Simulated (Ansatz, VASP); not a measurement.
**BaTiO3: 3 runs at one level of theory**

```xyz
5
Lattice="4.0060 0.0000 0.0000 0.0000 4.0060 0.0000 0.0000 0.0000 4.0060" Properties=species:S:1:pos:R:3 pbc="T T T"
Ba    2.0030    2.0030    2.0030
Ti    0.0000    0.0000    0.0000
O     0.0000    0.0000    2.0030
O     0.0000    2.0030    0.0000
O     2.0030    0.0000    0.0000
```

Alike in all runs: task equation of state; functional PBE; k mesh 7 × 7 × 7; occupations fermi-dirac, width 0.05 eV; no spin polarisation; no spin-orbit coupling.

```csv
program and potentials,plane-wave cutoff (eV),notes,equilibrium volume (Å³/atom),bulk modulus (GPa)
"VASP, PBE PAW files Ba_sv, O, Ti_sv, 520 eV",520,-,13.13,160.8
"Ansatz, Ansatz PAW (earlier soft set)",420,-,12.99,162.7
"Ansatz, all-electron LAPW, scalar-relativistic",-,-,?,?
```

Problem. Estimate from the other rows what the run with Ansatz, all-electron LAPW, scalar-relativistic gave.

Solution. Equilibrium volume 12.99 Å³/atom; bulk modulus 162.6 GPa. The other rows, which needn't bracket it: equilibrium volume 12.99 to 13.13; bulk modulus 160.8 to 162.7.
